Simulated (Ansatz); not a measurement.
Input:

```yaml
crystal:
  lattice:
    - [3.04249, 0.00000, 0.00000]
    - [-1.52125, 2.63488, 0.00000]
    - [0.00000, 0.00000, 17.58113]
  atoms:
    - { symbol: Ti, position: [0.66667, 0.33333, 0.36520] }
    - { symbol: Ti, position: [0.33333, 0.66667, 0.63480] }
    - { symbol: Ti, position: [0.33333, 0.66667, 0.86520] }
    - { symbol: Ti, position: [0.66667, 0.33333, 0.13480] }
    - { symbol: Ti, position: [0.00000, 0.00000, 0.50000] }
    - { symbol: Ti, position: [0.00000, 0.00000, 0.00000] }
    - { symbol: Si, position: [0.00000, 0.00000, 0.75000] }
    - { symbol: Si, position: [0.00000, 0.00000, 0.25000] }
    - { symbol: C, position: [0.33333, 0.66667, 0.42784] }
    - { symbol: C, position: [0.66667, 0.33333, 0.57216] }
    - { symbol: C, position: [0.66667, 0.33333, 0.92784] }
    - { symbol: C, position: [0.33333, 0.66667, 0.07216] }
```

Level of theory: PBEsol, DFPT electron-phonon coupling, linearised Boltzmann equation (plane waves, PAW, scalar-relativistic; Ansatz, a first-principles code). Geometry: relaxed with this functional, without spin-orbit coupling.

Question: Estimate the phonon-limited resistivity at 300 K, by direction if it differs.

Answer: 14.5 (x), 14.5 (y), 19.4 (z) μΩ·cm.

Question: And the electrons' mean free path at that temperature?

Answer: 12.1 (x), 12.1 (y), 8.7 (z) nm, weighted by the current that each state carries. Wires not much wider than this gain resistivity from their walls.

A metal at this level (no band gap). Only scattering by harmonic phonons is included (no impurities, grain boundaries, electron-electron scattering or thermal expansion). Spin-orbit coupling is left out. Halving the electron mesh (32x32x8) moves the resistivity by up to 3 % at 300 K, the mean free path by up to 10 %. Smearing 0.20 eV; phonons on a 5x5x1 q mesh, which this run doesn't test.
